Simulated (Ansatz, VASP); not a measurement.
**Two plane-wave programs on I**

```
CELL_PARAMETERS angstrom
4.18390 0.00000 0.00000
-2.09195 3.62336 0.00000
0.00000 0.00000 9.47294
ATOMIC_POSITIONS crystal
I 0.00000 0.00000 0.00000
I 0.00000 0.00000 0.50000
I 0.33333 0.66667 0.75000
I 0.66667 0.33333 0.25000
```

Alike in both runs: functional PBEsol; k mesh 15 × 15 × 6; occupations gaussian, width 0.1 eV; no spin polarisation.

Ansatz relaxed the structure, and its values are those at the end. VASP's run is a single point on that final structure, the one shown.

|  | VASP | Ansatz |
| --- | --- | --- |
| version | VASP 6.6.1 | Ansatz 0.2.0 |
| potentials or method | VASP PAW PBE potentials, release 64 (I) | scalar-relativistic, plane waves, PAW |
| plane-wave cutoff (eV) | 520 | 420 |
| valence electrons in the cell | 28 | 68 |

|  | VASP | Ansatz | Ansatz less VASP |
| --- | --- | --- | --- |
| gap on the k mesh at the Fermi level (eV) | none | none | - |
| pressure (GPa) | 0.0 | 0.0 | -0.01 |

A gap of «none» marks a metal or a gap that the smearing closes. The two sets of potentials don't hold the same shells in valence.

Caveats: the PAW data sets were made with another functional, which shifts forces and pressure a little (VASP). Spin-orbit coupling is left out, which matters for the levels of I.
